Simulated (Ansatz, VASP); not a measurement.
AlN: VASP beside Ansatz

Contents of INCAR:

```
SYSTEM = AlN
ALGO     = Normal         ! electronic algorithm
EDIFF    = 1E-6           ! SCF threshold, eV
EDIFFG   = -0.005         ! ionic threshold
ENCUT    = 600            ! plane-wave cutoff, eV
GGA      = PE             ! functional
IBRION   = 2              ! ionic algorithm
ISIF     = 3              ! what is computed and relaxed
ISMEAR   = 0              ! smearing method
LASPH    = .True.         ! aspherical terms in the spheres
LCHARG   = .False.        ! write CHGCAR
LREAL    = .False.        ! projectors in reciprocal space
LWAVE    = .False.        ! write WAVECAR
NELM     = 100            ! most SCF steps
NSW      = 100            ! ionic steps
PREC     = Accurate       ! precision mode
SIGMA    = 0.02           ! smearing width, eV
```

The input KPOINTS:

```
k-points
0
Gamma
  10 10 10
  0 0 0
```

Contents of POSCAR:

```
AlN
1.0
    0.0000000000      2.1839935596      2.1839935596
    2.1839935596      0.0000000000      2.1839935596
    2.1839935596      2.1839935596      0.0000000000
Al N
1 1
Direct
    0.0000000000      0.0000000000      0.0000000000
    0.7500000000      0.7500000000      0.7500000000
```

Input for Ansatz:

```yaml
crystal:
  lattice:
    - [0.0, 2.1839935596, 2.1839935596]
    - [2.1839935596, 0.0, 2.1839935596]
    - [2.1839935596, 2.1839935596, 0.0]
  atoms:
    - { symbol: Al, position: [0.0, 0.0, 0.0] }
    - { symbol: "N", position: [0.75, 0.75, 0.75] }
basis:
  ecutwfc: 420
kpoints:
  mp_grid: { grid: [10, 10, 10] }
hamiltonian:
  xc: pbe
scf:
  occupations: { method: gaussian, width: 0.02 }
output:
  forces: true
  stress: true
  eigenvalues: true
relax:
  adjacent_minimum: "off"
  f_tol: 0.005
  max_steps: 80
  cell: { stress_tol: 0.05 }
```

Measurements of this composition are mostly on another form, of space group No. 186.

Alike in both runs: task relaxation of cell and atoms; functional PBE; k mesh 10 × 10 × 10; occupations gaussian, width 0.02 eV; no spin polarisation.

```csv
,VASP,Ansatz
version,VASP 6.6.1,Ansatz 0.2.0
potentials or method,"VASP PAW PBE potentials, release 64 (Al, N)","scalar-relativistic, plane waves, PAW"
plane-wave cutoff (eV),600,420
valence electrons in the cell,8,8
```

```csv
,VASP,Ansatz,Ansatz less VASP
"gap on the k mesh at the Fermi level, each at its own relaxed structure (eV)",3.31,3.31,+0.005
relaxed volume (Å³/atom),10.65,10.67,+0.020
relaxed cell length with the largest relative difference (Å),3.112,3.114,+0.0020
energy change over the relaxation (meV/atom),-3,-4,-0.6
```

A k mesh can miss the band edges. As with any semilocal functional, this PBE gap is likely too small.
